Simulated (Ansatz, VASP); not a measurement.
**BaS: VASP beside Ansatz**

File INCAR:

```
SYSTEM = BaS
  PREC = Accurate
  ENCUT = 520
  EDIFF = 1E-6
  ISMEAR = 0
  SIGMA = 0.05
  LREAL = .False.
  LASPH = .True.
  NELM = 150
  ALGO = Normal
  ISIF = 2
  LWAVE = .False.
  LCHARG = .False.
  LNONCOLLINEAR = .True.
  MAGMOM = 0 0 0 0 0 0
  LORBIT = 11
  LSORBIT = .True.
  GGA_COMPAT = .False.
  LORBMOM = .True.
  GGA = PE
  NBANDS = 28
```

File KPOINTS:

```
regular mesh
0
Gamma
  6 6 6
  0 0 0
```

Contents of POSCAR:

```
BaS
1.0
    0.0000000000      3.2551805050      3.2551805050
    3.2551805050      0.0000000000      3.2551805050
    3.2551805050      3.2551805050      0.0000000000
Ba S
1 1
Direct
    0.5000000000      0.5000000000      0.5000000000
    0.0000000000      0.0000000000      0.0000000000
```

Input for Ansatz:

```yaml
crystal:
  lattice:
    - [0.0, 3.255180505, 3.255180505]
    - [3.255180505, 0.0, 3.255180505]
    - [3.255180505, 3.255180505, 0.0]
  atoms:
    - { symbol: Ba, position: [0.5, 0.5, 0.5] }
    - { symbol: S, position: [0.0, 0.0, 0.0] }
basis:
  ecutwfc: 420
  ecutrho_ratio: 4
kpoints:
  mp_grid: { grid: [6, 6, 6] }
hamiltonian:
  xc: pbe
scf:
  occupations: { method: gaussian, width: 0.05 }
output:
  forces: true
  stress: true
  eigenvalues: true
  populations: true
  write_density: true
  write_potential: true
  elf: true
  volumetric_format: npy
magnetization:
  noncollinear: true
  spin_orbit: true
```

Alike in both runs: task single point; functional PBE; k mesh 6 × 6 × 6; occupations gaussian, width 0.05 eV; non-collinear spin, spin-orbit coupling.

```csv
,VASP,Ansatz
version,VASP 6.6.1,Ansatz 0.2.0
potentials or method,"VASP PAW PBE potentials, release 64 (Ba_sv, S)","plane waves, PAW"
plane-wave cutoff (eV),520,420
valence electrons in the cell,16,16
```

Ansatz gave:

- gap on the k mesh at the Fermi level (eV): 2.24
- least direct gap on the mesh (eV): 2.34
- pressure (GPa): -1.5
- net moment per atom (μB): 0.00

Estimate VASP's values.

gap on the k mesh at the Fermi level (eV): 2.15; least direct gap on the mesh (eV): 2.28; pressure (GPa): -1.0; net moment per atom (μB): 0.00.
